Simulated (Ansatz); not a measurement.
Results of PBE-D4 (PAW; Ansatz, a first-principles code) for rock-salt NaBr.

Run with plane-wave cutoff 520 eV, 10×10×10 k mesh, Fermi–Dirac smearing 0.01 eV, scalar-relativistic PAW data made under PBE.

Properties against volume:

| V (Å³/atom) | P (GPa) | direct gap at Γ (eV) |
|---|---|---|
| 24.810 | 1.55 | 4.376 |
| 25.338 | 0.98 | 4.308 |
| 25.866 | 0.46 | 4.244 |
| 26.394 | 0.00 | 4.183 |
| 26.922 | -0.41 | 4.125 |
| 27.450 | -0.78 | 4.070 |
| 27.978 | -1.11 | 4.017 |

A straight line through the gaps at Γ against ln V gives a volume deformation potential dE_g(Γ)/d ln V of -3.0 eV: the gap at Γ widens under compression.

Measured, for comparison: band gap 7.1 eV (temperature not stated, no zero-point or thermal correction; as tabulated in Aguado et al. (1998), arXiv:cond-mat/9809176).

Spin–orbit coupling is not included.
